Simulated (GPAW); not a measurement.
**ZnS: equation of state with C09-vdW**

**The experiment to reproduce.**

From “Electronic, vibrational, and thermodynamic properties of ZnS (zincblende and rocksalt structure)”, 2009, arxiv:0911.5022, for a bulk crystal of ZnS: bulk modulus 76.9 GPa.

ZnS:

```xyz
2
Lattice="0.0000 2.7020 2.7020 2.7020 0.0000 2.7020 2.7020 2.7020 0.0000" Properties=species:S:1:pos:R:3 pbc="T T T"
Zn    1.3510    1.3510    1.3510
S     0.0000    0.0000    0.0000
```

```
Program             : GPAW 26.7.0
Task                : equation of state
Functional          : C09-vdW
Potentials or basis : GPAW PAW data sets (gpaw-data 1.2.1)
Cutoff              : 600 eV
Basis               : pw
k mesh              : 7 × 7 × 7
Occupations         : fermi-dirac, width 0.05 eV
Spin                : no spin polarisation
Maxiter             : 150
Eos scales          : [0.94, 0.96, 0.98, 1.0, 1.02, 1.04, 1.06]
```

The equilibrium volume is 19.69 Å³/atom and the bulk modulus is 75 GPa. The pressure derivative of the bulk modulus is 4.3 (rough: it moves with the points fitted).

Energy against volume, from the lowest point:
```csv
volume (Å³/atom),energy (meV/atom)
18.543,17.22
18.938,7.06
19.332,1.51
19.727,0.00
20.121,2.06
20.516,7.45
20.910,15.83
```

It took 61 s on 1 thread of AMD EPYC 7B13 (Zen 3), with other jobs on the host, peak memory 0.28 GiB.

A measured bulk modulus of ZnS is 76.9 GPa (quoted in “Electronic, vibrational, and thermodynamic properties of ZnS (zincblende and rocksalt structure)”, 2009, arxiv:0911.5022); the calculated 75 GPa misses it by -3.0 %. The fit is for a static lattice scaled at fixed shape and fixed fractional positions.

Caveat: the PAW data sets were made with another functional, which shifts forces and pressure a little.
